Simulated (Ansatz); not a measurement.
# Ba (Im-3m) in Ansatz: notebook, part 2 of 2

Ansatz 0.2.0. The steps go on from the part before.

### 3 Single point, PBE0+D3(BJ)-ATM

input.yaml

```yaml
crystal:
  lattice: { a: 5.013, b: 5.013, c: 5.013, alpha: 90.0, beta: 90.0, gamma: 90.0 }
  space_group: 229
  reduce_to_primitive: true
  atoms:
    - { symbol: Ba, wyckoff: "2a", position: [0.0, 0.0, 0.0] }
hamiltonian:
  xc: pbe0
  pseudopotentials: { kind: paw, accuracy: standard }
  dispersion: d3bjatm
kpoints:
  mp_grid: { grid: [5, 5, 5] }
scf:
  occupations: { method: fermi_dirac, width: 0.05 }
output:
  forces: true
  stress: true
  eigenvalues: true
  write_density: true
  write_potential: true
  elf: true
  volumetric_format: npy
```

Potentials or basis: SSSP efficiency PAW.

Started as:

```
$ ansatz run input.yaml --threads 1 --pin off --max-ram 2560MiB --backend cpu --events-out ev --progress --plain --runs-dir out
```

Output:

```text
Warning: output.stress: scf.convergence.dr2_threshold = 1e-7 eV (the SCF's general default) is looser than the 1e-10 eV advised for a printed stress (1e-10 eV for each atom of the cell: 1). What an SCF threshold leaves in a stress goes as its square root, and in the free energy as the threshold itself, and one threshold admits the most on a small cell: of the crystals measured, under no hybrid functional and no lock of the moments, on runs that ended without the residual-converged pass, on stresses that held no estimate of that error, the worst erred by over 100 MPa in a component at 1e-7 eV an atom and by under 5 at 1e-10. Set scf.convergence.dr2_threshold to 1e-10 eV or tighter. The threshold is an SCF's pass mark: one that does not reach it within its budget of iterations ends unconverged, or closes short of it on a stop that the run arms, and scf.convergence.dr2_threshold's page says what that costs each kind of run
Warning: output.stress: scf.exx.energy_threshold = 1e-6 eV is looser than the 1e-8 eV advised for a stress under a hybrid functional (1e-8 eV for each atom of the cell: 1). Every SCF of the exchange loop can meet its threshold on dr2 while the loop round them stops early: no threshold on dr2 bounds what that leaves in the stress. Set scf.exx.energy_threshold to 1e-8 eV or tighter. The threshold is the loop's pass mark: a loop that does not reach it within its budget of cycles ends unconverged, and scf.exx.energy_threshold's page has the law
Warning: RAYON_NUM_THREADS=1 ignored (pool sized by the plan → 1); use --threads N
crystal.space_group: 229 is read as Im-3m: the typed cell holds Ba2 (Ba 2a). Least distances (Å): Ba–Ba 4.341
Engine: ansatz 0.2.0, x86_64-unknown-linux-gnu
Pseudopotentials: kind: paw
Pseudopotential: Ba, paw, valence charge 10, recommended cutoff 408.170794 eV (normal), Ba.paw.azcp
Functional definition: PBE0
  parameter a = 0.25
  parameter kappa = 0.804
  parameter beta = 0.06672455060314922
  exchange = (1 - a)*pbe_x(kappa = kappa, mu = beta*pi^2/3) + a*exact_x
  correlation = pbe_c(beta = beta)
Crystal: 1 atoms, lattice volume = 62.989 Å³
Basis set: ecut = 408.170794 eV, 1205 PW (Γ), exchange–correlation on 96×96×96 points (8 copies of the dense FFT grid, shifted against one another)
Bands: 9, of which v1, the nominal top of the filled ones, is band 5 counted from 1 (4 counted from 0)
Symmetry: 48 space group operations
Space group: Im-3m (ITA 229), of the structure as read, at distance tolerance 4.0e-5 Å
k-points: 10 of 125
Non-local potential: Ba, projectors of the file, l = 0: 3, l = 1: 2, l = 2: 2
PAW form: compensated (Kresse and Joubert's): semilocal exchange-correlation on the pseudo side sees the compensation charge
PAW frozen core: Ba, regenerated for the run's functional, and the local potential with it (the file was generated under x = pbe(κ = 0.804, μ = 0.2195149727645171), c = pbe(β = 0.06672455060314922))
PAW one-centre angular grid: Ba, 110 points (default); XC on 96 Gauss nodes
Initial density: superposition of atomic densities (chi_scale 0.1, normalization cell)
Initial wavefunctions: pseudopotential atomic-orbital guess
Functional: x = pbe(κ = 0.804, μ = 0.2195149727645171), c = pbe(β = 0.06672455060314922), warm-up for x = 0.75 pbe(κ = 0.804, μ = 0.2195149727645171) + 0.25 exact, c = pbe(β = 0.06672455060314922)
iter 1 solved again at ethr=1.25e-4 eV; its pass at ethr=1.00e-1 eV (dr2=1.25e-2 eV) is discarded
SCF iter   1: F=—  HF=-5934.683855 eV  |F-HF|=—  |Δ(HF+E_count)|=         —  Δρ=6.68e-3  dr2=1.34e-2  ethr=1.25e-4  ⟨swp⟩=7.6  Hψ=717  notcnv=0
preconditioner: auto → Kerker (q_TF=auto, 2.008 Å⁻¹)  [metal: Δε(μ)=0.107 eV  Ē_g=2.809 eV  σ=0.050 eV  W_gap=0.43  n_scr=12 (ndim 8)  ℏωp=6.6 eV  f_vac=0.000  D(μ)=1.56/eV (n_scr^D=12)]
SCF iter   2: F=—  HF=-5934.687051 eV  |F-HF|=—  |Δ(HF+E_count)|=   3.20e-3  Δρ=3.70e-3  dr2=5.32e-3  ethr=1.25e-4  ⟨swp⟩=2.0  Hψ=147  notcnv=0
iter 3 solved again at ethr=2.36e-6 eV; its pass at ethr=5.32e-5 eV (dr2=2.36e-4 eV) is discarded
SCF iter   3: F=—  HF=-5934.690214 eV  |F-HF|=—  |Δ(HF+E_count)|=   3.16e-3  Δρ=5.44e-4  dr2=2.32e-4  ethr=2.36e-6  ⟨swp⟩=2.9  Hψ=350  notcnv=0
SCF iter   4: F=—  HF=-5934.690422 eV  |F-HF|=—  |Δ(HF+E_count)|=   2.08e-4  Δρ=2.01e-4  dr2=1.11e-5  ethr=2.32e-6  ⟨swp⟩=3.0  Hψ=160  notcnv=0
SCF iter   5: F=—  HF=-5934.690425 eV  |F-HF|=—  |Δ(HF+E_count)|=   3.74e-6  Δρ=2.40e-5  dr2=2.33e-7  ethr=1.11e-7  ⟨swp⟩=3.7  Hψ=178  notcnv=0
SCF iter   6: F=—  HF=-5934.690425 eV  |F-HF|=—  |Δ(HF+E_count)|=   1.26e-7  Δρ=1.44e-5  dr2=2.52e-8  ethr=2.33e-9  ⟨swp⟩=3.4  Hψ=201  notcnv=0
SCF iter   7: F=-5934.690425 eV  HF=-5934.690425 eV  |F-HF|=1.85e-10  |Δ(HF+E_count)|=   1.15e-8  Δρ=1.64e-6  dr2=4.40e-10  ethr=2.52e-10  ⟨swp⟩=3.1  Hψ=191  notcnv=0
SCF 1 converged in 7 iterations: F = -5934.690425 eV  dr2 = 4.40e-10
Initial density: handed on by an earlier stage of this run
Initial wavefunctions: those handed on with the density
Functional: x = 0.75 pbe(κ = 0.804, μ = 0.2195149727645171) + 0.25 exact, c = pbe(β = 0.06672455060314922)
Frozen-core exchange: fock
iter 1 solved again at ethr=3.74e-5 eV; its pass at ethr=1.00e-1 eV (dr2=3.74e-3 eV) is discarded
SCF iter   1: F=—  HF=-5938.438229 eV  |F-HF|=—  |Δ(HF+E_count)|=         —  Δρ=5.73e-3  dr2=5.15e-3  ethr=3.74e-5  ⟨swp⟩=4.5  Hψ=456  notcnv=0
preconditioner: auto → none  [insulator: Δε(μ)=0.310 eV  Ē_g=3.905 eV  σ=0.050 eV  W_gap=0.62  n_scr=12 (ndim 8)  ℏωp=6.6 eV  f_vac=0.000  D(μ)=1.21/eV (n_scr^D=12)]
SCF iter   2: F=—  HF=-5938.437580 eV  |F-HF|=—  |Δ(HF+E_count)|=   6.49e-4  Δρ=2.89e-3  dr2=1.62e-3  ethr=3.74e-5  ⟨swp⟩=2.0  Hψ=142  notcnv=0
SCF iter   3: F=—  HF=-5938.437736 eV  |F-HF|=—  |Δ(HF+E_count)|=   1.56e-4  Δρ=6.86e-4  dr2=7.87e-4  ethr=8.62e-6  ⟨swp⟩=3.6  Hψ=160  notcnv=0
SCF iter   4: F=—  HF=-5938.437759 eV  |F-HF|=—  |Δ(HF+E_count)|=   2.34e-5  Δρ=1.46e-4  dr2=7.47e-4  ethr=4.05e-7  ⟨swp⟩=4.0  Hψ=200  notcnv=0
SCF iter   5: F=—  HF=-5938.441875 eV  |F-HF|=—  |Δ(HF+E_count)|=   4.12e-3  Δρ=2.24e-4  dr2=1.02e-4  ethr=2.78e-8  ⟨swp⟩=5.5  Hψ=311  notcnv=0
SCF iter   6: F=—  HF=-5938.441864 eV  |F-HF|=—  |Δ(HF+E_count)|=   1.04e-5  Δρ=4.23e-4  dr2=7.34e-5  ethr=2.78e-8  ⟨swp⟩=4.8  Hψ=220  notcnv=0
SCF iter   7: F=—  HF=-5938.441862 eV  |F-HF|=—  |Δ(HF+E_count)|=   1.82e-6  Δρ=1.46e-5  dr2=5.62e-5  ethr=2.78e-8  ⟨swp⟩=4.0  Hψ=192  notcnv=0
SCF iter   8: F=—  HF=-5938.442107 eV  |F-HF|=—  |Δ(HF+E_count)|=   2.45e-4  Δρ=7.51e-5  dr2=7.46e-6  ethr=2.51e-10  ⟨swp⟩=5.9  Hψ=373  notcnv=0
SCF iter   9: F=-5938.442107 eV  HF=-5938.442107 eV  |F-HF|=6.37e-11  |Δ(HF+E_count)|=   5.73e-7  Δρ=1.75e-6  dr2=4.91e-6  ethr=2.51e-10  ⟨swp⟩=4.5  Hψ=225  notcnv=0
SCF 2 stopped early in 9 iterations: F = -5938.442107 eV  dr2 = 4.91e-6
hybrid outer 1: dexx = +5.517e-3 eV, tail = 1.25e-5 eV
Frozen-core exchange: fock
SCF iter   1: F=—  HF=-5938.442113 eV  |F-HF|=—  |Δ(HF+E_count)|=         —  Δρ=4.64e-5  dr2=2.03e-6  ethr=6.27e-7  ⟨swp⟩=2.5  Hψ=187  notcnv=0
preconditioner: auto → none  [insulator: Δε(μ)=0.361 eV  Ē_g=3.912 eV  σ=0.050 eV  W_gap=0.62  n_scr=12 (ndim 8)  ℏωp=6.6 eV  f_vac=0.000  D(μ)=1.20/eV (n_scr^D=12)]
SCF iter   2: F=—  HF=-5938.442114 eV  |F-HF|=—  |Δ(HF+E_count)|=   5.80e-7  Δρ=3.83e-5  dr2=1.55e-6  ethr=6.39e-9  ⟨swp⟩=4.6  Hψ=218  notcnv=0
SCF iter   3: F=—  HF=-5938.442114 eV  |F-HF|=—  |Δ(HF+E_count)|=   8.54e-8  Δρ=1.45e-5  dr2=1.43e-6  ethr=1.44e-9  ⟨swp⟩=2.0  Hψ=142  notcnv=0
SCF iter   4: F=—  HF=-5938.442132 eV  |F-HF|=—  |Δ(HF+E_count)|=   1.83e-5  Δρ=9.04e-6  dr2=1.01e-7  ethr=2.51e-10  ⟨swp⟩=4.4  Hψ=247  notcnv=0
SCF iter   5: F=—  HF=-5938.442132 eV  |F-HF|=—  |Δ(HF+E_count)|=   1.75e-8  Δρ=1.92e-6  dr2=5.56e-8  ethr=2.51e-10  ⟨swp⟩=3.0  Hψ=189  notcnv=0
SCF iter   6: F=-5938.442132 eV  HF=-5938.442132 eV  |F-HF|=3.53e-10  |Δ(HF+E_count)|=   2.36e-7  Δρ=2.45e-6  dr2=6.20e-9  ethr=4.49e-12  ⟨swp⟩=4.9  Hψ=276  notcnv=0
SCF 3 converged in 6 iterations: F = -5938.442132 eV  dr2 = 6.20e-9
  Residual-converged pass: ⟨swp⟩=2.0  Hψ=131  notcnv=0  max |occ|·‖R‖ = 2.1e-6 eV (tolerance 2.4e-6 eV)  dr2=6.20e-9  dr2_onsite=6.09e-10  max |Δocc| = 7.5e-14
hybrid outer 2: dexx = +2.831e-6 eV, tail = 1.78e-8 eV, Δε = 3.05e-3 eV (about 1.05e-4 eV left of the loop's levels)
hybrid SCF converged: 2 outer / 15 inner (+7 warm-up), last move |dexx| = 2.83e-6 eV, tail = 1.78e-8 eV
Stability not checked: this state was not tested for a lower state beside it, because the functional holds exact exchange (a hybrid, or Hartree-Fock), whose exchange loop this test does not read (fock_operator; see scf.lower_state_search)
Free energy (F): -5938.442132 eV
Frozen-core exchange: fock
Harris-Foulkes:  -5938.442132 eV  (|F-HF|=3.53e-10)
Internal energy: -5938.433598 eV  (E = F + TS)
E sigma→0 (E₀):  -5938.437865 eV
Entropy (-TS):   -0.008534 eV (-8.534 meV/atom)
Fermi energy:    5.936953 eV
--- Per-component energies (eV) ---
  E_band       = -101.281111
  E_kinetic    = 238.434725
  E_local      = -455.038616  (includes V_loc(G=0)·N_el)
  E_nonlocal   = 63.061593
  E_hartree    = 117.390165
  E_xc         = -210.817978
  E_vxc        = -113.150314  (∫ρ·V_xc dr)
  E_exx        = -22.021024  (= α·E_x^exact, valence–valence)
  E_paw        = -5146.371772  (= ΣΔE_a)
  E_vpaw       = -25.327090  (= ΣTr[D̂ρ^β])
  E_aug_tail   = 0.000002  (compensation charges beyond the density's cutoff)
  E_ewald      = -522.677753
  E_disp       = -0.241112  (pairwise vdW)
  E_core_change = -0.151828  (= ΣΔE_core)
  E_smearing   = -0.008534  (= −TS)
  E_closure    = -0.000000  (closes the sum)
  Σ components = -5938.442132   (vs F -5938.442132, Δ=0.00e0)
--- Forces (eV/Å), atoms counted from 1 ---
  atom   1  Ba     0.00000000    -0.00000000     0.00000000
  max |Σ_I F_I| component: 1.05e-30 eV/Å
--- Stress (GPa, compression-positive) ---
       -0.298752       0.000000      -0.000000
        0.000000      -0.298752      -0.000000
       -0.000000      -0.000000      -0.298752
  P = ⅓ Tr σ = -0.2988 GPa (-2.988 kbar)
--- Band table (eV; the first three rows and the last of 10) ---
  k-point 0: bands = ["-25.8031", "-9.6533", "-9.6533", "-9.6533", "2.1617", "8.5824", "8.5824", "8.5824", "10.0249"]
  k-point 1: bands = ["-25.7858", "-9.8429", "-9.7082", "-9.6544", "2.9836", "7.9832", "8.0370", "9.3554", "9.6759"]
  k-point 2: bands = ["-25.7582", "-10.1223", "-9.7966", "-9.6581", "4.4351", "7.3065", "7.4130", "10.0310", "10.4136"]
  k-point 9: bands = ["-25.7251", "-10.0025", "-9.9628", "-9.9628", "5.2150", "5.3375", "9.7147", "9.7147", "10.0504"]
```

rho_z.tsv:

```text
# z_ang	rho[e/angstrom^3]
# format = ansatz-planar-average/11
# lattice	-2.506500000	2.506500000	2.506500000
# lattice	2.506500000	-2.506500000	2.506500000
# lattice	2.506500000	2.506500000	-2.506500000
# sites	1
# site	56	0.000000000	0.000000000	0.000000000
0.000000	3.095399e-1
0.090446	3.052865e-1
0.180891	2.944673e-1
0.271337	2.817110e-1
0.361782	2.714925e-1
0.452228	2.654397e-1
[... 40 lines left out ...]
4.160494	2.944673e-1
4.250940	3.052865e-1
```

Wall time 16 s (1 thread of AMD EPYC 9R45 (Zen 5), shared host); peak memory 1.8 GiB.

What came out:

```
Free energy            : -5938.4421 eV
Pressure               : -0.3 GPa
Band gap on the k mesh : none (metal or under the smearing width)
```

Levels at points of the mesh, in eV from the Fermi level:
| k point | band 1 | band 2 | band 3 | band 4 | band 5 | band 6 | band 7 | band 8 | band 9 |
| --- | --- | --- | --- | --- | --- | --- | --- | --- | --- |
| (0.00, 0.00, 0.00) | -31.74 | -15.59 | -15.59 | -15.59 | -3.78 | 2.65 | 2.65 | 2.65 | 4.09 |

Caveat: pairwise dispersion overbinds metals, which lowers pressure and volume; the thresholds are loose for stress.
